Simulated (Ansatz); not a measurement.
SnO₂ at a changed volume — ¹¹⁹Sn Mössbauer parameters

Cell: a measured structure from the Crystallography Open Database (COD), relaxed with PBE at fixed cell and then changed (volume scaled by 0.96, ions relaxed).

```cif
data_SnO2
_symmetry_space_group_name_H-M 'P4_2/mnm'
_symmetry_Int_Tables_number 136
_cell_length_a 4.6740
_cell_length_b 4.6740
_cell_length_c 3.1434
_cell_angle_alpha 90.000
_cell_angle_beta 90.000
_cell_angle_gamma 90.000
loop_
_atom_site_label
_atom_site_type_symbol
_atom_site_symmetry_multiplicity
_atom_site_Wyckoff_symbol
_atom_site_fract_x
_atom_site_fract_y
_atom_site_fract_z
Sn Sn 2 a 0.0000 0.0000 0.0000
O O 4 f 0.3046 0.3046 0.0000
```

One atom of each set is listed.

Computed with Ansatz: DFT, PBE, plane waves and PAW, scalar-relativistic, 420 eV cutoff, Γ-centred 7×7×9 k-points, Fermi–Dirac smearing 0.02 eV.

Isomer shifts (against SnO₂) follow from the electron density at the nucleus, δ = α(ρ − ρ₀), with α = 0.099 mm s⁻¹ a₀³ and ρ₀ = 183191.44 a₀⁻³ from a line fitted to 8 measured compounds at this level of theory (rms miss 0.12 mm/s). ΔE_Q = ½eQV_zz(1 + η²/3)^½ with Q = -0.132 b for the 23.9 keV state.

Task: Where do the absorption lines lie?

Result: Sn (2 atoms a cell): δ = -0.10, |ΔE_Q| = 0.53 mm/s, a doublet at -0.36 and 0.16 mm/s.

Without spin–orbit coupling (the program notes it for Sn) the gradients are little affected as a rule: paired runs on crystals with a gap mostly move them by under 2 % at such atoms. At this changed cell the PBE pressure is 21 GPa.

The relaxation (3 steps) took 12 s of wall time (11 s of CPU time) and 0.46 GiB at its peak, on 1 thread of Intel Xeon 6975P-C (Granite Rapids) (x86_64; 16 cores open to the job, memory cap 3.0 GiB, no GPU), a shared host with a load of 2.1 a core.
